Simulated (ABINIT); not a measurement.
Se, 3 atoms in the cell. Symmetry: P3_221, No. 154, trigonal system. The conventional cell has a = 4.355 Å, b = 4.355 Å, c = 4.949 Å, α = 90.00°, β = 90.00°, γ = 120.00°. Around Se (site symmetry 2) lie 2 Se at 2.32 Å. 

```yaml
Program: ABINIT 10.8.3 (patched build)
Task: single point
Functional: PBE
Potentials_or_basis: JTH PAW PBE v2.0
Cutoff: 408 eV
k_mesh: 7 × 7 × 6
Occupations: fermi-dirac, width 0.05 eV
Spin: no spin polarisation
Fine-grid_cutoff: 816.342 eV
Exchange_and_correlation_inside_the_PAW_spheres: full angular mesh (pawxcdev 0, this build's default; the released program takes 1)
```

Potentials or basis: JTH PAW PBE v2.0.

Command:

```console
$ abinit run.abi > log 2>&1
```

Hardware: 1 thread of Arm Neoverse V1, on a shared host.

Question: How long does it take, and how much memory?

Answer: Wall time 24 s on 1 thread of Arm Neoverse V1, on a shared host, peak memory 0.11 GiB. Counts: scf iterations 10, mpi ranks 1, k points 40, bands 13, plane waves 1542.
